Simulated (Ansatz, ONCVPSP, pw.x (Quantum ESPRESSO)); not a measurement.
**pw.x on diamond C: one setting changed**

Potential: optimised norm-conserving Vanderbilt (ONCV), ONCVPSP 4.0.1.1 (patched build), PBEsol; core [He], reference 2s2 2p2; waves: 2s: rc 1.35 bohr, ncon 4, nbas 7, qcut 4.6 1/bohr, 2 projectors, debl 1 Ha; 2p: rc 1.70 bohr, ncon 4, nbas 8, qcut 9.4 1/bohr, 2 projectors, debl 1.6 Ha; d scattering state at 0.03 Ha: rc 1.65 bohr, ncon 4, nbas 8, qcut 5.8 1/bohr, 1 projector; local part: polynomial inside 0.95 bohr (lpopt 4, dvloc0 0 Ha); core correction: Teter function, fcfact 5.5, rcfact 1.2.

The reference run (k-mesh 13³, cutoffs 145/580 Ry, Fermi–Dirac 0.01 Ry, mixing_beta 0.4, conv_thr 1e-9, no spin) gives -4.52 GPa at 5.598 Å³/atom, where all-electron LAPW gives 1.03 GPa. This run, with its own iteration cap, changes degauss to 0.02.

```
&control
  calculation='scf', prefix='x', pseudo_dir='./', outdir='./tmp', tstress=.true., disk_io='none'
/
&system
  ibrav=0, nat=2, ntyp=1, ecutwfc=145, ecutrho=580, nbnd=11,
  occupations='smearing', smearing='fd', degauss=0.02
/
&electrons
  conv_thr=1e-09, mixing_beta=0.4, electron_maxstep=50
/
ATOMIC_SPECIES
C 1.0 C.UPF
CELL_PARAMETERS angstrom
  0.00000000 1.77559657 1.77559657
  1.77559657 0.00000000 1.77559657
  1.77559657 1.77559657 0.00000000
ATOMIC_POSITIONS crystal
C 0.0000 0.0000 0.0000
C 0.2500 0.2500 0.2500
K_POINTS automatic
13 13 13 0 0 0
```

```bash
pw.x < C.scf.in > C.scf.out
```

Problem. How does the run end?

Solution. It converges in 7 iterations; the free energy moves by +0.0 meV/atom and the pressure by +0.00 GPa. The result is that of the reference run. In a metal, with Fermi–Dirac smearing, F lies below its zero-width value by a term in the square of the width.

```
Message from routine setup:
     using ibrav=0 with symmetry is DISCOURAGED, use correct ibrav instead
     lattice parameter (alat)  =       4.7452  a.u.
     unit-cell volume          =      75.5544 (a.u.)^3
     number of electrons       =         8.00
     number of Kohn-Sham states=           11
     kinetic-energy cutoff     =     145.0000  Ry
     charge density cutoff     =     580.0000  Ry
     scf convergence threshold =      1.0E-09
     Exchange-correlation= PBESOL
     number of k points=    84  Fermi-Dirac smearing, width (Ry)=  0.0200
     iteration #  1     ecut=   145.00 Ry     beta= 0.40
     total energy              =     -23.66904697 Ry
     estimated scf accuracy    <       0.11966724 Ry
     iteration #  2     ecut=   145.00 Ry     beta= 0.40
     total energy              =     -23.65823354 Ry
     estimated scf accuracy    <       0.02974839 Ry
     iteration #  3     ecut=   145.00 Ry     beta= 0.40
     total energy              =     -23.66087924 Ry
     estimated scf accuracy    <       0.00022432 Ry
     iteration #  4     ecut=   145.00 Ry     beta= 0.40
     total energy              =     -23.66091142 Ry
     estimated scf accuracy    <       0.00000749 Ry
     iteration #  5     ecut=   145.00 Ry     beta= 0.40
     total energy              =     -23.66091278 Ry
     estimated scf accuracy    <       0.00000070 Ry
     iteration #  6     ecut=   145.00 Ry     beta= 0.40
     total energy              =     -23.66091272 Ry
     estimated scf accuracy    <       0.00000015 Ry
     iteration #  7     ecut=   145.00 Ry     beta= 0.40
     the Fermi energy is    15.4573 ev
!    total energy              =     -23.66091274 Ry
     estimated scf accuracy    <          2.6E-11 Ry
     smearing contrib. (-TS)   =      -0.00000462 Ry
     The total energy is F=E-TS. E is the sum of the following terms:
     one-electron contribution =       8.23963093 Ry
     hartree contribution      =       1.88902649 Ry
     xc contribution           =      -8.10291295 Ry
     ewald contribution        =     -25.68665259 Ry
     convergence has been achieved in   7 iterations
          total   stress  (Ry/bohr**3)                   (kbar)     P=      -45.15
     Message from routine punch:
     Nothing written, as per user request (disk_io='none')
```

The run took about 42 s on one core of a shared host (Neoverse-N1, 64 threads, 124 GiB, load 46).
